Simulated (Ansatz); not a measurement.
All numbers below come from Ansatz, DFT PBE, scalar-relativistic, plane waves, PAW. All cells share a 420 eV cutoff and Γ-centred k meshes spaced at most about 0.3 Å⁻¹ (about 0.25 or finer for metals, 2π included). No spin polarisation.

Each guess is relaxed in cell and atoms at zero pressure, on a coarse mesh first where it starts far from rest and then on a converged one. The steps can't lower the symmetry of the start, but it can rise. Energies are static (0 K, no zero-point motion).

Two unrelaxed guesses for Zr5N:

A.

```
CELL_PARAMETERS angstrom
2.95064 0.00000 0.00000
-1.47532 2.55533 0.00000
0.00000 0.00000 15.14538
ATOMIC_POSITIONS crystal
Zr 0.66667 0.33333 0.81842
Zr 0.33333 0.66667 0.65982
Zr 0.66667 0.33333 0.50000
Zr 0.33333 0.66667 0.34018
Zr 0.66667 0.33333 0.18158
N 0.33333 0.66667 0.00000
```

B.

```
CELL_PARAMETERS angstrom
2.48807 -4.47824 0.00000
2.48807 4.47824 0.00000
0.00000 0.00000 4.85333
ATOMIC_POSITIONS crystal
Zr 0.72592 0.27408 0.26060
Zr 0.27408 0.72592 0.26060
Zr 0.27408 0.72592 0.73940
Zr 0.72592 0.27408 0.73940
Zr 0.50000 0.50000 0.50000
N 0.00000 0.00000 0.00000
```

Task: Do they relax into the same structure? If not, which is lower?

Result: No. A ends lower, by 0.35 eV/atom. A: P-6m2 at 19.0 Å³/atom → P-6m2 at 19.8 Å³/atom; B: Cmmm at 18.0 Å³/atom → Cmmm at 22.8 Å³/atom. Counting Zr atoms around N (those within 1.25 times the shortest such distance or 1.15 times the sum of covalent radii), the end of A has N 6 and the end of B has N 4. End of A. Conventional cell: a = 3.183 Å, c = 13.553 Å. Around Zr on a site of symmetry 3m lie 3 N at 2.34 Å, 1 Zr at 2.91 Å and 9 Zr at 3.18–3.28 Å; Zr on a second site of symmetry 3m has 12 Zr at 3.18–3.28 Å; N has 6 Zr at 2.34 Å; 1 more site not described. End of B. Conventional cell: a = 3.327 Å, b = 11.247 Å, c = 7.316 Å. Zr on a site of symmetry m has 1 N at 2.13 Å, 6 Zr at 2.95–3.15 Å and 2 Zr at 3.33 Å; Zr on a site of symmetry mmm is surrounded by 8 Zr at 3.07 Å and 2 Zr at 3.33 Å; around N lie 4 Zr at 2.13 Å.

Ends held by symmetry can be saddle points. A magnetic state wasn't ruled out in cells without spin, among them P-6m2, Cmmm.
